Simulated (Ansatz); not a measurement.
Runs of Ansatz 0.2.0 on Nb. The structure is cubic, space group Im-3m (No. 229). Conventional cell: a = 3.328 Å, b = 3.328 Å, c = 3.328 Å, α = 90.00°, β = 90.00°, γ = 90.00°. Around Nb (site symmetry m-3m) lie 8 Nb at 2.88 Å. 

```csv
level,cutoff (eV),gap on the mesh (eV),pressure (GPa)
RPBE,420,none,-2.4
r2SCAN0,500,none,-9.9
revPBE,420,none,(b)
PBEsol,420,none,-11.1
PBE0,420,none,-9.3
r2SCAN,500,none,(a)
BLYP,420,none,(c)
HSE06,420,none,-9.2
```

Alike in all rows: task projected density of states; potentials or basis Ansatz PAW; no spin polarisation; cell as given; k mesh 6 × 6 × 6; smearing fermi-dirac 0.05 eV; the mesh is coarse, so values aren't converged.

Estimate the missing entries.

(a) -6.7; (b) -3.2; (c) 1.0.

Caveats: all runs use coarse meshes; the PAW data sets come from PBE, with cores solved anew for the run's functional, which leaves a small shift of forces and pressure; the density of states is complete only up to the lowest level of the last band computed; the thresholds are loose for stress (some runs).

A k mesh can miss the band edges, and the runs leave out spin-orbit coupling on Nb.

A gap of «none» marks a metal or a gap under the smearing width.

Runs at the PBE level aren't shown here.
